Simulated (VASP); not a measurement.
Method: PBE GGA, VASP's PBE PAW potentials (set 64) (plane waves; VASP).

The input files of a VASP run:

**POSCAR**
```
CsBr
4.4342840
  1.0000000944   0.0000000000   0.0000000000
  0.0000000000   1.0000000944   0.0000000000
  0.0000000000   0.0000000000   1.0000000944
Cs Br
1 1
Cartesian
  0.0000000000   0.0000000000   0.0000000000
  0.5000000472   0.5000000472   0.5000000472
```

INCAR:
```
SIGMA = 0.05   # width (eV)
LREAL = .FALSE.
LASPH = .TRUE.   # aspherical one-centre terms
PREC = Accurate
EDIFF = 1E-7
ISMEAR = 0   # Gaussian
LCHARG = .FALSE.
LMAXMIX = 4
NELM = 100   # most electronic steps
LWAVE = .FALSE.
ISIF = 2   # forces and stress, cell fixed
SYSTEM = CsBr
ALGO = Normal   # blocked Davidson
ENCUT = 520   # plane-wave cut-off (eV)
GGA = PE
```

### KPOINTS
```
Automatic mesh
0
Gamma
6 6 6
0 0 0
```

POTCAR, in this order: Cs_sv Br (PBE.64 set). Program: vasp_std.

The resulting files:

File OUTCAR:
```
 ion  position               nearest neighbor table
   1  0.000  0.000  0.000-
   2  0.500  0.500  0.500-
  LATTYP: Found a simple cubic cell.
 ALAT       =     4.4342844187
 Subroutine PRICEL returns:
 Original cell was already a primitive cell.
 Subroutine GETGRP returns: Found 48 space group operations
The static configuration has the point symmetry O_h .
The dynamic configuration has the point symmetry O_h .
 Subroutine INISYM returns: Found 48 space group operations
 Subroutine IBZKPT returns following result:
 Found     20 irreducible k-points:

 Following reciprocal coordinates:
            Coordinates               Weight
  0.000000  0.000000  0.000000      1.000000
  0.166667  0.000000  0.000000      6.000000
  0.333333  0.000000  0.000000      6.000000
  0.500000  0.000000  0.000000      3.000000
  0.166667  0.166667  0.000000     12.000000
  0.333333  0.166667  0.000000     24.000000
  0.500000  0.166667  0.000000     12.000000
  0.333333  0.333333  0.000000     12.000000
  0.500000  0.333333  0.000000     12.000000
  0.500000  0.500000  0.000000      3.000000
  0.166667  0.166667  0.166667      8.000000
  0.333333  0.166667  0.166667     24.000000
  0.500000  0.166667  0.166667     12.000000
  0.333333  0.333333  0.166667     24.000000
  0.500000  0.333333  0.166667     24.000000
  0.500000  0.500000  0.166667      6.000000
  0.333333  0.333333  0.333333      8.000000
  0.500000  0.333333  0.333333     12.000000
  0.500000  0.500000  0.333333      6.000000
  0.500000  0.500000  0.500000      1.000000
   k-points           NKPTS =     20   k-points in BZ     NKDIM =     20   number of bands    NBANDS=     12
   number of dos      NEDOS =    301   number of ions     NIONS =      2
   total plane-waves  NPLWV =  46656
   dimension x,y,z NGX =    36 NGY =   36 NGZ =   36
...
```

### OSZICAR
```
       N       E                     dE             d eps       ncg     rms          rms(c)
DAV:   1     0.100151558729E+03    0.10015E+03   -0.64821E+03   480   0.111E+03
DAV:   2     0.117206452704E+01   -0.98979E+02   -0.93176E+02   756   0.177E+02
DAV:   3    -0.623491632945E+01   -0.74070E+01   -0.73878E+01   592   0.579E+01
DAV:   4    -0.631513880284E+01   -0.80222E-01   -0.80180E-01   552   0.692E+00
DAV:   5    -0.631589947784E+01   -0.76067E-03   -0.76057E-03   600   0.663E-01    0.180E+00
DAV:   6    -0.606143308350E+01    0.25447E+00   -0.38576E-01   548   0.305E+00    0.110E+00
DAV:   7    -0.601867303945E+01    0.42760E-01   -0.19165E-01   580   0.219E+00    0.600E-01
DAV:   8    -0.602159046014E+01   -0.29174E-02   -0.13535E-02   560   0.830E-01    0.102E-01
DAV:   9    -0.602206109526E+01   -0.47064E-03   -0.29728E-03   548   0.323E-01    0.843E-02
DAV:  10    -0.602209991239E+01   -0.38817E-04   -0.20689E-04   572   0.114E-01    0.114E-02
DAV:  11    -0.602210513710E+01   -0.52247E-05   -0.43011E-05   576   0.388E-02    0.494E-03
DAV:  12    -0.602210521997E+01   -0.82866E-07   -0.87869E-06   572   0.182E-02    0.125E-03
DAV:  13    -0.602210522798E+01   -0.80095E-08   -0.20577E-07   540   0.357E-03
   1 F= -.60221052E+01 E0= -.60221052E+01  d E =-.188062E-11
```

### OUTCAR
```
------------------------ aborting loop because EDIFF is reached ----------------------------------------
  FORCE on cell =-STRESS in cart. coord.  units (eV):
  Direction    XX          YY          ZZ          XY          YZ          ZX
  --------------------------------------------------------------------------------------
  Total       -0.1716221     -0.1716221     -0.1716221     -0.0000000     -0.0000000     -0.0000000
  in kB       -3.1536484     -3.1536484     -3.1536484     -0.0000000     -0.0000000     -0.0000000
  external PRESSURE =      -3.1536484 kB  Pullay stress =       0.0000000 kB
  volume of cell :       87.19
      direct lattice vectors                 reciprocal lattice vectors
     4.434284419  0.000000000  0.000000000     0.225515530  0.000000000  0.000000000
     0.000000000  4.434284419  0.000000000     0.000000000  0.225515530  0.000000000
     0.000000000  0.000000000  4.434284419     0.000000000  0.000000000  0.225515530
 POSITION                                       TOTAL-FORCE (eV/Angst)
 -----------------------------------------------------------------------------------
      0.00000      0.00000      0.00000         0.000000      0.000000      0.000000
      2.21714      2.21714      2.21714         0.000000      0.000000      0.000000
 -----------------------------------------------------------------------------------
    total drift:                                0.000000      0.000000      0.000000
  FREE ENERGIE OF THE ION-ELECTRON SYSTEM (eV)
  ---------------------------------------------------
  free  energy   TOTEN  =        -6.0221052280 eV

  energy  without entropy=       -6.0221052280  energy(sigma->0) =       -6.02210523
```
(Selected blocks of OUTCAR.)

The compound is CsBr in the CsCl type structure. This cell is one point of a volume scan, at 1.03 of the reference volume.
